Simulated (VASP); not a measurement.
# SrO (Fm-3m) in VASP: notebook, part 4 of 7

VASP 6.6.1. Earlier steps stand in the parts before.

### Step 46. Equation of state, PBE, 16.39 Å³/atom

INCAR

```
SYSTEM = SrO
PREC     = Accurate       ! precision mode
ENCUT    = 800            ! plane-wave cutoff, eV
EDIFF    = 1E-7           ! SCF threshold, eV
ISMEAR   = 0              ! smearing method
SIGMA    = 0.05           ! smearing width, eV
LREAL    = .FALSE.        ! projectors in reciprocal space
LASPH    = .TRUE.         ! aspherical terms in the spheres
NELM     = 100            ! most SCF steps
ALGO     = Normal         ! electronic algorithm
ISIF     = 2              ! what is computed and relaxed
LWAVE    = .FALSE.        ! write WAVECAR
LCHARG   = .FALSE.        ! write CHGCAR
GGA      = PE             ! functional
ADDGRID  = .FALSE.
```

KPOINTS

```
regular mesh
0
G
  8 8 8
  0 0 0
```

POSCAR

```
SrO
1.0
    0.0000000000      2.5403760054      2.5403760054
    2.5403760054      0.0000000000      2.5403760054
    2.5403760054      2.5403760054      0.0000000000
Sr O
1 1
Direct
    0.5000000000      0.5000000000      0.5000000000
    0.0000000000      0.0000000000      0.0000000000
```

The run is started by

```
> cat potpaw_PBE.64/Sr_sv/POTCAR potpaw_PBE.64/O_h/POTCAR > POTCAR
> mpirun -np 1 vasp_std > vasp.out
```

Run time: 40 s. Hardware: 1 thread of Intel Xeon Platinum 8375C at 2.90GHz (Ice Lake), shared host; peak memory 0.21 GiB.

The run converged, but some of its settings lie outside the range that counts as converged, so its numbers aren't taken as properties of the crystal.

Results:

| Item | Value |
| --- | --- |
| Free energy | -12.0057 eV |
| Band gap on the k mesh | 3.24 eV, indirect (least direct gap 3.31 eV) |

Caveat: the cutoff is under 1.25 times the usual one of these potentials, so pressure, stress and relaxed cells hold a basis-set (Pulay) error.

### Step 47. Equation of state, PBE, 17.41 Å³/atom

INCAR is that of step 46.

KPOINTS is that of step 46.

POSCAR

```
SrO
1.0
    0.0000000000      2.5917105635      2.5917105635
    2.5917105635      0.0000000000      2.5917105635
    2.5917105635      2.5917105635      0.0000000000
Sr O
1 1
Direct
    0.5000000000      0.5000000000      0.5000000000
    0.0000000000      0.0000000000      0.0000000000
```

The run is started by

```
> cat potpaw_PBE.64/Sr_sv/POTCAR potpaw_PBE.64/O_h/POTCAR > POTCAR
> mpirun -np 1 vasp_std > vasp.out
```

It took 56 s on 1 thread of Intel Xeon Platinum 8375C at 2.90GHz (Ice Lake), shared host; peak memory 0.21 GiB.

The run converged, but some of its settings lie outside the range that counts as converged, so its numbers aren't taken as properties of the crystal.

What came out:

```yaml
Free_energy: -12.0575 eV
Band_gap_on_the_k_mesh: 3.28 eV, indirect (least direct gap 3.38 eV)
```

Caveat: the cutoff is under 1.25 times the usual one of these potentials, so pressure, stress and relaxed cells hold a basis-set (Pulay) error.

### Step 48. Equation of state, PBE, 16.39 Å³/atom

INCAR, as its differences from that of step 47:

```diff
@@ -5,3 +5,3 @@
 ISMEAR   = 0              ! smearing method
-SIGMA    = 0.05           ! smearing width, eV
+SIGMA    = 0.5            ! smearing width, eV
 LREAL    = .FALSE.        ! projectors in reciprocal space
```

KPOINTS is that of step 47.

POSCAR

```
SrO
1.0
    0.0000000000      2.5403760054      2.5403760054
    2.5403760054      0.0000000000      2.5403760054
    2.5403760054      2.5403760054      0.0000000000
Sr O
1 1
Direct
    0.5000000000      0.5000000000      0.5000000000
    0.0000000000      0.0000000000      0.0000000000
```

Potentials or basis: VASP PAW PBE potentials, release 64 (Sr_sv, O_h).

The run is started by

```
> cat potpaw_PBE.64/Sr_sv/POTCAR potpaw_PBE.64/O_h/POTCAR > POTCAR
> mpirun -np 1 vasp_std > vasp.out
```

Wall time 54 s (1 thread of Intel Xeon Platinum 8375C at 2.90GHz (Ice Lake), shared host); peak memory 0.21 GiB.

The run converged, but some of its settings lie outside the range that counts as converged, so its numbers aren't taken as properties of the crystal.

Results:

```
Free energy            : -12.0057 eV
Band gap on the k mesh : 3.24 eV, indirect (least direct gap 3.31 eV)
```

Caveat: the cutoff is under 1.25 times the usual one of these potentials, so pressure, stress and relaxed cells hold a basis-set (Pulay) error.

### Step 49. Equation of state, PBE, 17.41 Å³/atom

INCAR is that of step 48.

KPOINTS is that of step 48.

POSCAR

```
SrO
1.0
    0.0000000000      2.5917105635      2.5917105635
    2.5917105635      0.0000000000      2.5917105635
    2.5917105635      2.5917105635      0.0000000000
Sr O
1 1
Direct
    0.5000000000      0.5000000000      0.5000000000
    0.0000000000      0.0000000000      0.0000000000
```

The run is started by

```
> cat potpaw_PBE.64/Sr_sv/POTCAR potpaw_PBE.64/O_h/POTCAR > POTCAR
> mpirun -np 1 vasp_std > vasp.out
```

It took 39 s on 1 thread of Intel Xeon Platinum 8375C at 2.90GHz (Ice Lake), shared host; peak memory 0.21 GiB.

The run converged, but some of its settings lie outside the range that counts as converged, so its numbers aren't taken as properties of the crystal.

What came out:

| Property | Result |
| --- | --- |
| Free energy | -12.0575 eV |
| Band gap on the k mesh | 3.28 eV, indirect (least direct gap 3.38 eV) |

Caveat: the cutoff is under 1.25 times the usual one of these potentials, so pressure, stress and relaxed cells hold a basis-set (Pulay) error.

### Step 50. Equation of state, PBE, 16.39 Å³/atom

INCAR, as its differences from that of step 49:

```diff
@@ -5,3 +5,3 @@
 ISMEAR   = 0              ! smearing method
-SIGMA    = 0.5            ! smearing width, eV
+SIGMA    = 0.2            ! smearing width, eV
 LREAL    = .FALSE.        ! projectors in reciprocal space
```

KPOINTS is that of step 49.

POSCAR

```
SrO
1.0
    0.0000000000      2.5403760054      2.5403760054
    2.5403760054      0.0000000000      2.5403760054
    2.5403760054      2.5403760054      0.0000000000
Sr O
1 1
Direct
    0.5000000000      0.5000000000      0.5000000000
    0.0000000000      0.0000000000      0.0000000000
```

The run is started by

```
> cat potpaw_PBE.64/Sr_sv/POTCAR potpaw_PBE.64/O_h/POTCAR > POTCAR
> mpirun -np 1 vasp_std > vasp.out
```

It took 62 s on 1 thread of Intel Xeon Platinum 8375C at 2.90GHz (Ice Lake), shared host; peak memory 0.21 GiB.

These settings aren't checked as converged: the numbers below hold their error.

What came out:

| Quantity | Value |
| --- | --- |
| Free energy | -12.0057 eV |
| Band gap on the k mesh | 3.24 eV, indirect (least direct gap 3.31 eV) |

Caveat: the cutoff is under 1.25 times the usual one of these potentials, so pressure, stress and relaxed cells hold a basis-set (Pulay) error.

### Step 51. Equation of state, PBE, 17.41 Å³/atom

INCAR is that of step 50.

KPOINTS is that of step 50.

POSCAR

```
SrO
1.0
    0.0000000000      2.5917105635      2.5917105635
    2.5917105635      0.0000000000      2.5917105635
    2.5917105635      2.5917105635      0.0000000000
Sr O
1 1
Direct
    0.5000000000      0.5000000000      0.5000000000
    0.0000000000      0.0000000000      0.0000000000
```

Potentials or basis: VASP PAW PBE potentials, release 64 (Sr_sv, O_h).

The run is started by

```
> cat potpaw_PBE.64/Sr_sv/POTCAR potpaw_PBE.64/O_h/POTCAR > POTCAR
> mpirun -np 1 vasp_std > vasp.out
```

It took 46 s on 1 thread of Intel Xeon Platinum 8375C at 2.90GHz (Ice Lake), shared host; peak memory 0.21 GiB.

The run converged, but some of its settings lie outside the range that counts as converged, so its numbers aren't taken as properties of the crystal.

Results:

| Quantity | Value |
| --- | --- |
| Free energy | -12.0575 eV |
| Band gap on the k mesh | 3.28 eV, indirect (least direct gap 3.38 eV) |

Caveat: the cutoff is under 1.25 times the usual one of these potentials, so pressure, stress and relaxed cells hold a basis-set (Pulay) error.

### Step 52. Equation of state, PBE, 16.39 Å³/atom

INCAR, as its differences from that of step 51:

```diff
@@ -5,3 +5,3 @@
 ISMEAR   = 0              ! smearing method
-SIGMA    = 0.2            ! smearing width, eV
+SIGMA    = 0.1            ! smearing width, eV
 LREAL    = .FALSE.        ! projectors in reciprocal space
```

KPOINTS is that of step 51.

POSCAR

```
SrO
1.0
    0.0000000000      2.5403760054      2.5403760054
    2.5403760054      0.0000000000      2.5403760054
    2.5403760054      2.5403760054      0.0000000000
Sr O
1 1
Direct
    0.5000000000      0.5000000000      0.5000000000
    0.0000000000      0.0000000000      0.0000000000
```

The run is started by

```
> cat potpaw_PBE.64/Sr_sv/POTCAR potpaw_PBE.64/O_h/POTCAR > POTCAR
> mpirun -np 1 vasp_std > vasp.out
```

It took 49 s on 1 thread of Intel Xeon Platinum 8375C at 2.90GHz (Ice Lake), shared host; peak memory 0.21 GiB.

The run converged, but some of its settings lie outside the range that counts as converged, so its numbers aren't taken as properties of the crystal.

What came out:

```yaml
Free_energy: -12.0057 eV
Band_gap_on_the_k_mesh: 3.24 eV, indirect (least direct gap 3.31 eV)
```

Caveat: the cutoff is under 1.25 times the usual one of these potentials, so pressure, stress and relaxed cells hold a basis-set (Pulay) error.

### Step 53. Equation of state, PBE, 17.41 Å³/atom

INCAR is that of step 52.

KPOINTS is that of step 52.

POSCAR

```
SrO
1.0
    0.0000000000      2.5917105635      2.5917105635
    2.5917105635      0.0000000000      2.5917105635
    2.5917105635      2.5917105635      0.0000000000
Sr O
1 1
Direct
    0.5000000000      0.5000000000      0.5000000000
    0.0000000000      0.0000000000      0.0000000000
```

The run is started by

```
> cat potpaw_PBE.64/Sr_sv/POTCAR potpaw_PBE.64/O_h/POTCAR > POTCAR
> mpirun -np 1 vasp_std > vasp.out
```

Wall time 39 s (1 thread of Intel Xeon Platinum 8375C at 2.90GHz (Ice Lake), shared host); peak memory 0.21 GiB.

These settings aren't checked as converged: the numbers below hold their error.

What came out:

- Free energy: -12.0575 eV
- Band gap on the k mesh: 3.28 eV, indirect (least direct gap 3.38 eV)

Caveat: the cutoff is under 1.25 times the usual one of these potentials, so pressure, stress and relaxed cells hold a basis-set (Pulay) error.

### Step 54. Equation of state, PBE, 16.39 Å³/atom

INCAR, as its differences from that of step 53:

```diff
@@ -5,3 +5,3 @@
 ISMEAR   = 0              ! smearing method
-SIGMA    = 0.1            ! smearing width, eV
+SIGMA    = 0.01           ! smearing width, eV
 LREAL    = .FALSE.        ! projectors in reciprocal space
```

KPOINTS is that of step 53.

POSCAR

```
SrO
1.0
    0.0000000000      2.5403760054      2.5403760054
    2.5403760054      0.0000000000      2.5403760054
    2.5403760054      2.5403760054      0.0000000000
Sr O
1 1
Direct
    0.5000000000      0.5000000000      0.5000000000
    0.0000000000      0.0000000000      0.0000000000
```

Potentials or basis: VASP PAW PBE potentials, release 64 (Sr_sv, O_h).

The run is started by

```
> cat potpaw_PBE.64/Sr_sv/POTCAR potpaw_PBE.64/O_h/POTCAR > POTCAR
> mpirun -np 1 vasp_std > vasp.out
```

Run time: 51 s. Hardware: 1 thread of Intel Xeon Platinum 8375C at 2.90GHz (Ice Lake), shared host; peak memory 0.21 GiB.

These settings aren't checked as converged: the numbers below hold their error.

What came out:

```yaml
Free_energy: -12.0057 eV
Band_gap_on_the_k_mesh: 3.24 eV, indirect (least direct gap 3.31 eV)
```

Caveat: the cutoff is under 1.25 times the usual one of these potentials, so pressure, stress and relaxed cells hold a basis-set (Pulay) error.

### Step 55. Equation of state, PBE, 17.41 Å³/atom

INCAR is that of step 54.

KPOINTS is that of step 54.

POSCAR

```
SrO
1.0
    0.0000000000      2.5917105635      2.5917105635
    2.5917105635      0.0000000000      2.5917105635
    2.5917105635      2.5917105635      0.0000000000
Sr O
1 1
Direct
    0.5000000000      0.5000000000      0.5000000000
    0.0000000000      0.0000000000      0.0000000000
```

The run is started by

```
> cat potpaw_PBE.64/Sr_sv/POTCAR potpaw_PBE.64/O_h/POTCAR > POTCAR
> mpirun -np 1 vasp_std > vasp.out
```

Run time: 56 s. Hardware: 1 thread of Intel Xeon Platinum 8375C at 2.90GHz (Ice Lake), shared host; peak memory 0.21 GiB.

These settings aren't checked as converged: the numbers below hold their error.

Results:

```yaml
Free_energy: -12.0575 eV
Band_gap_on_the_k_mesh: 3.28 eV, indirect (least direct gap 3.38 eV)
```

Caveat: the cutoff is under 1.25 times the usual one of these potentials, so pressure, stress and relaxed cells hold a basis-set (Pulay) error.

### Step 56. Equation of state, PBE, 16.39 Å³/atom

INCAR, as its differences from that of step 55:

```diff
@@ -1,3 +1,3 @@
 SYSTEM = SrO
-PREC     = Accurate       ! precision mode
+PREC     = Low            ! precision mode
 ENCUT    = 800            ! plane-wave cutoff, eV
@@ -5,3 +5,3 @@
 ISMEAR   = 0              ! smearing method
-SIGMA    = 0.01           ! smearing width, eV
+SIGMA    = 0.05           ! smearing width, eV
 LREAL    = .FALSE.        ! projectors in reciprocal space
```

KPOINTS is that of step 55.

POSCAR

```
SrO
1.0
    0.0000000000      2.5403760054      2.5403760054
    2.5403760054      0.0000000000      2.5403760054
    2.5403760054      2.5403760054      0.0000000000
Sr O
1 1
Direct
    0.5000000000      0.5000000000      0.5000000000
    0.0000000000      0.0000000000      0.0000000000
```

The run is started by

```
> cat potpaw_PBE.64/Sr_sv/POTCAR potpaw_PBE.64/O_h/POTCAR > POTCAR
> mpirun -np 1 vasp_std > vasp.out
```

Run time: 25 s. Hardware: 1 thread of Intel Xeon Platinum 8375C at 2.90GHz (Ice Lake), shared host; peak memory 0.14 GiB.

These settings aren't checked as converged: the numbers below hold their error.

Results:

```
Free energy            : -12.0055 eV
Band gap on the k mesh : 3.24 eV, indirect (least direct gap 3.31 eV)
```

Caveat: the cutoff is under 1.25 times the usual one of these potentials, so pressure, stress and relaxed cells hold a basis-set (Pulay) error.

### Step 57. Equation of state, PBE, 17.41 Å³/atom

INCAR is that of step 56.

KPOINTS is that of step 56.

POSCAR

```
SrO
1.0
    0.0000000000      2.5917105635      2.5917105635
    2.5917105635      0.0000000000      2.5917105635
    2.5917105635      2.5917105635      0.0000000000
Sr O
1 1
Direct
    0.5000000000      0.5000000000      0.5000000000
    0.0000000000      0.0000000000      0.0000000000
```

Potentials or basis: VASP PAW PBE potentials, release 64 (Sr_sv, O_h).

The run is started by

```
> cat potpaw_PBE.64/Sr_sv/POTCAR potpaw_PBE.64/O_h/POTCAR > POTCAR
> mpirun -np 1 vasp_std > vasp.out
```

It took 20 s on 1 thread of Intel Xeon Platinum 8375C at 2.90GHz (Ice Lake), shared host; peak memory 0.14 GiB.

These settings aren't checked as converged: the numbers below hold their error.

What came out:

```
Free energy            : -12.0577 eV
Band gap on the k mesh : 3.28 eV, indirect (least direct gap 3.38 eV)
```

Caveat: the cutoff is under 1.25 times the usual one of these potentials, so pressure, stress and relaxed cells hold a basis-set (Pulay) error.

### Step 58. Equation of state, PBE, 16.39 Å³/atom

INCAR, as its differences from that of step 57:

```diff
@@ -1,3 +1,3 @@
 SYSTEM = SrO
-PREC     = Low            ! precision mode
+PREC     = Normal         ! precision mode
 ENCUT    = 800            ! plane-wave cutoff, eV
```

KPOINTS is that of step 57.

POSCAR

```
SrO
1.0
    0.0000000000      2.5403760054      2.5403760054
    2.5403760054      0.0000000000      2.5403760054
    2.5403760054      2.5403760054      0.0000000000
Sr O
1 1
Direct
    0.5000000000      0.5000000000      0.5000000000
    0.0000000000      0.0000000000      0.0000000000
```

The run is started by

```
> cat potpaw_PBE.64/Sr_sv/POTCAR potpaw_PBE.64/O_h/POTCAR > POTCAR
> mpirun -np 1 vasp_std > vasp.out
```

It took 23 s on 1 thread of Intel Xeon Platinum 8375C at 2.90GHz (Ice Lake), shared host; peak memory 0.17 GiB.

The run converged, but some of its settings lie outside the range that counts as converged, so its numbers aren't taken as properties of the crystal.

Results:

```
Free energy            : -12.0056 eV
Band gap on the k mesh : 3.24 eV, indirect (least direct gap 3.31 eV)
```

Caveat: the cutoff is under 1.25 times the usual one of these potentials, so pressure, stress and relaxed cells hold a basis-set (Pulay) error.

### Step 59. Equation of state, PBE, 17.41 Å³/atom

INCAR is that of step 58.

KPOINTS is that of step 58.

POSCAR

```
SrO
1.0
    0.0000000000      2.5917105635      2.5917105635
    2.5917105635      0.0000000000      2.5917105635
    2.5917105635      2.5917105635      0.0000000000
Sr O
1 1
Direct
    0.5000000000      0.5000000000      0.5000000000
    0.0000000000      0.0000000000      0.0000000000
```

The run is started by

```
> cat potpaw_PBE.64/Sr_sv/POTCAR potpaw_PBE.64/O_h/POTCAR > POTCAR
> mpirun -np 1 vasp_std > vasp.out
```

Run time: 29 s. Hardware: 1 thread of Intel Xeon Platinum 8375C at 2.90GHz (Ice Lake), shared host; peak memory 0.17 GiB.

The run converged, but some of its settings lie outside the range that counts as converged, so its numbers aren't taken as properties of the crystal.

What came out:

| Item | Value |
| --- | --- |
| Free energy | -12.0575 eV |
| Band gap on the k mesh | 3.28 eV, indirect (least direct gap 3.38 eV) |

Caveat: the cutoff is under 1.25 times the usual one of these potentials, so pressure, stress and relaxed cells hold a basis-set (Pulay) error.

### Step 60. Equation of state, PBE, 16.39 Å³/atom

INCAR, as its differences from that of step 59:

```diff
@@ -1,3 +1,3 @@
 SYSTEM = SrO
-PREC     = Normal         ! precision mode
+PREC     = Accurate       ! precision mode
 ENCUT    = 800            ! plane-wave cutoff, eV
@@ -6,3 +6,3 @@
 SIGMA    = 0.05           ! smearing width, eV
-LREAL    = .FALSE.        ! projectors in reciprocal space
+LREAL    = Auto         
 LASPH    = .TRUE.         ! aspherical terms in the spheres
```

KPOINTS is that of step 59.

POSCAR

```
SrO
1.0
    0.0000000000      2.5403760054      2.5403760054
    2.5403760054      0.0000000000      2.5403760054
    2.5403760054      2.5403760054      0.0000000000
Sr O
1 1
Direct
    0.5000000000      0.5000000000      0.5000000000
    0.0000000000      0.0000000000      0.0000000000
```

Potentials or basis: VASP PAW PBE potentials, release 64 (Sr_sv, O_h).

The run is started by

```
> cat potpaw_PBE.64/Sr_sv/POTCAR potpaw_PBE.64/O_h/POTCAR > POTCAR
> mpirun -np 1 vasp_std > vasp.out
```

Wall time 63 s (1 thread of Intel Xeon Platinum 8375C at 2.90GHz (Ice Lake), shared host); peak memory 0.21 GiB.

These settings aren't checked as converged: the numbers below hold their error.

Results:

| Property | Result |
| --- | --- |
| Free energy | -12.0058 eV |
| Band gap on the k mesh | 3.24 eV, indirect (least direct gap 3.31 eV) |

Caveat: the cutoff is under 1.25 times the usual one of these potentials, so pressure, stress and relaxed cells hold a basis-set (Pulay) error.

### Step 61. Equation of state, PBE, 17.41 Å³/atom

INCAR is that of step 60.

KPOINTS is that of step 60.

POSCAR

```
SrO
1.0
    0.0000000000      2.5917105635      2.5917105635
    2.5917105635      0.0000000000      2.5917105635
    2.5917105635      2.5917105635      0.0000000000
Sr O
1 1
Direct
    0.5000000000      0.5000000000      0.5000000000
    0.0000000000      0.0000000000      0.0000000000
```

The run is started by

```
> cat potpaw_PBE.64/Sr_sv/POTCAR potpaw_PBE.64/O_h/POTCAR > POTCAR
> mpirun -np 1 vasp_std > vasp.out
```

It took 80 s on 1 thread of Intel Xeon Platinum 8375C at 2.90GHz (Ice Lake), shared host; peak memory 0.21 GiB.

The run converged, but some of its settings lie outside the range that counts as converged, so its numbers aren't taken as properties of the crystal.

Results:

```
Free energy            : -12.0575 eV
Band gap on the k mesh : 3.28 eV, indirect (least direct gap 3.38 eV)
```

Caveat: the cutoff is under 1.25 times the usual one of these potentials, so pressure, stress and relaxed cells hold a basis-set (Pulay) error.

### Step 62. Equation of state, PBE, 16.39 Å³/atom

INCAR, as its differences from that of step 61:

```diff
@@ -3,6 +3,6 @@
 ENCUT    = 800            ! plane-wave cutoff, eV
-EDIFF    = 1E-7           ! SCF threshold, eV
+EDIFF    = 0.01           ! SCF threshold, eV
 ISMEAR   = 0              ! smearing method
 SIGMA    = 0.05           ! smearing width, eV
-LREAL    = Auto         
+LREAL    = .FALSE.        ! projectors in reciprocal space
 LASPH    = .TRUE.         ! aspherical terms in the spheres
```

KPOINTS is that of step 61.

POSCAR

```
SrO
1.0
    0.0000000000      2.5403760054      2.5403760054
    2.5403760054      0.0000000000      2.5403760054
    2.5403760054      2.5403760054      0.0000000000
Sr O
1 1
Direct
    0.5000000000      0.5000000000      0.5000000000
    0.0000000000      0.0000000000      0.0000000000
```

The run is started by

```
> cat potpaw_PBE.64/Sr_sv/POTCAR potpaw_PBE.64/O_h/POTCAR > POTCAR
> mpirun -np 1 vasp_std > vasp.out
```

It took 33 s on 1 thread of Intel Xeon Platinum 8375C at 2.90GHz (Ice Lake), shared host; peak memory 0.21 GiB.

These settings aren't checked as converged: the numbers below hold their error.

What came out:

- Free energy: -12.0046 eV
- Band gap on the k mesh: 3.21 eV, indirect (least direct gap 3.27 eV)

Caveat: the cutoff is under 1.25 times the usual one of these potentials, so pressure, stress and relaxed cells hold a basis-set (Pulay) error.

[end of part 4 of 7]
